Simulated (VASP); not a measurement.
## Te: single point with r2SCAN

Te:

```
Te
1.0
     4.31076    2.48882    6.89478
    -4.31076    2.48882    6.89478
     0.00000   -4.97764    6.89478
Te
12
Direct
  0.07583 0.55791 0.07583
  0.07583 0.07583 0.55791
  0.55791 0.07583 0.07583
  0.92417 0.44209 0.92417
  0.44209 0.92417 0.92417
  0.92417 0.92417 0.44209
  0.28203 0.65103 0.28203
  0.28203 0.28203 0.65103
  0.65103 0.28203 0.28203
  0.71797 0.34897 0.71797
  0.34897 0.71797 0.71797
  0.71797 0.71797 0.34897
```

The cell was built by a generator and needn't be a form met in nature.

| Item | Value |
| --- | --- |
| Program | VASP 6.6.1 |
| Task | single point |
| Functional | r2SCAN |
| Potentials or basis | VASP PAW PBE potentials, release 64 (Te) |
| Cutoff | 520 eV |
| k mesh | 3 × 3 × 3 |
| Occupations | gaussian, width 0.1 eV |
| Spin | no spin polarisation |

```
Pressure               : 0.1 GPa
Largest force          : 0.035 eV/Å
Band gap on the k mesh : none (metal or under the smearing width)
```

Forces in eV/Å, atoms in the order of the input:
```
Te   0.025 -0.015  0.019
Te   0.000  0.029  0.019
Te  -0.025 -0.015  0.019
Te  -0.025  0.015 -0.019
Te   0.025  0.015 -0.019
Te   0.000 -0.029 -0.019
Te  -0.013  0.008  0.030
Te   0.000 -0.015  0.030
Te   0.013  0.008  0.030
Te   0.013 -0.008 -0.030
Te  -0.013 -0.008 -0.030
Te   0.000  0.015 -0.030
```

Stress tensor (GPa, compression positive):
```
 0.15  0.00  0.00
 0.00  0.15  0.00
 0.00  0.00 -0.03
```

Levels at points of the mesh, in eV from the Fermi level:
| k point | band 32 | band 33 | band 34 | band 35 | band 36 | band 37 | band 38 | band 39 | band 40 | band 41 |
| --- | --- | --- | --- | --- | --- | --- | --- | --- | --- | --- |
| (0.00, 0.00, 0.00) | -1.54 | -1.16 | -1.16 | -0.87 | -0.87 | -0.74 | -0.24 | -0.24 | 0.86 | 1.47 |

Wall time 6.1 min on 1 thread of Intel(R) Xeon(R) 6975P-C (Granite Rapids) (shared host), peak memory 0.66 GiB.

Caveat: the PAW data sets were made with another functional, which shifts forces and pressure a little. Spin-orbit coupling is left out, which matters for the levels of Te.
